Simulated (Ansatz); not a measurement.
Input and command of a plane-wave DFT calculation in Ansatz:

```yaml
crystal:
  lattice:
    - [2.8941631382, 0.0, 0.0]
    - [-1.4470815691, 2.5064188004, 0.0]
    - [0.0, 0.0, 4.7319864363]
  atoms:
    - { symbol: Ag, position: [0.3333333333, 0.6666666667, 0.25] }
    - { symbol: Ag, position: [0.6666666667, 0.3333333333, 0.75] }
basis:
  ecutwfc: 500
kpoints:
  mp_grid: { grid: [18, 18, 10] }
hamiltonian:
  xc: r2scan
scf:
  occupations: { method: gaussian, width: 0.1 }
output:
  forces: true
  stress: true
  eigenvalues: true
relax:
  adjacent_minimum: "off"
  f_tol: 0.008
  max_steps: 50
  cell: { stress_tol: 0.08, p_target: 1.0 }
```

```bash
ansatz run input.yaml --threads 1 --pin off --max-ram 2560MiB --backend cpu --events-out ev --progress --plain --runs-dir out
```

Processor: Intel(R) Xeon(R) Processor @ 2.50GHz (Skylake/Cascade Lake), 1 thread, on a host shared with other jobs.

**Question.** How long does it run, and how much memory does it take?

**Answer.** About 60 s on 1 thread of Intel(R) Xeon(R) Processor @ 2.50GHz (Skylake/Cascade Lake), with other jobs on the host, peak memory 0.57 GiB. It solves 23 bands at 222 k points (the mesh reduced by symmetry) with about 869 plane waves (on the last cell), in 12 SCF iterations over 2 ionic steps.
